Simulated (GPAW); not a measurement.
A run of GPAW 26.7.0:

File run.py:

```python
from ase import Atoms
from ase.eos import EquationOfState
from ase.io import Trajectory
from ase.units import GPa
from gpaw import GPAW, PW

atoms = Atoms(['Ge', 'Ge', 'Si', 'Si'],
              cell=[[3.9044512986, 0.0, 0.0],
                    [-1.9522256493, 3.3813540124, 0.0],
                    [0.0, 0.0, 6.450783]],
              scaled_positions=[[0.3333333333, 0.6666666667, 0.000392],
                                [0.6666666667, 0.3333333333, 0.500392],
                                [0.3333333333, 0.6666666667, 0.374607],
                                [0.6666666667, 0.3333333333, 0.874607]],
              pbc=True)

traj = Trajectory('eos.traj', 'w')
volumes, energies = [], []
for x in [0.94, 0.96, 0.98, 1.0, 1.02, 1.04, 1.06]:
    a = atoms.copy()
    a.set_cell(atoms.cell * x**(1 / 3), scale_atoms=True)
    calc = GPAW(mode=PW(600),
                xc='MGGA_X_R2SCAN+MGGA_C_R2SCAN',
                kpts={'size': (6, 6, 4), 'gamma': True},
                occupations={'name': 'fermi-dirac', 'width': 0.05},
                nbands=18,
                convergence={'density': 1e-05, 'energy': 1e-05},
                maxiter=150,
                txt=f'eos-{x:.2f}.txt')
    a.calc = calc
    energies.append(a.get_potential_energy(force_consistent=True))
    volumes.append(a.get_volume())
    p = -a.get_stress()[:3].mean() / GPa
    calc.write(f'eos-{x:.2f}.gpw')
    traj.write(a)
    print(f'{x:.2f} {volumes[-1]:10.4f} A^3 {energies[-1]:14.6f} eV {p:9.3f} GPa', flush=True)

v0, e0, B = EquationOfState(volumes, energies, eos='birchmurnaghan').fit()
print(f'V0 = {v0:.4f} A^3, E0 = {e0:.6f} eV, B0 = {B / GPa:.2f} GPa')
```

Potentials or basis: GPAW PAW data sets (gpaw-data 1.2.1), pw.

Launch:

```sh
$ OMP_NUM_THREADS=1 python run.py
```

Hardware: 1 thread of Arm Neoverse V2 (shared host).

Task: Estimate the wall time of this run.

Result: Wall time 8.1 min on 1 thread of Arm Neoverse V2, on a shared host, peak memory 0.71 GiB. Counts: scf iterations 77, plane waves 2702, bands 18, k points 24.
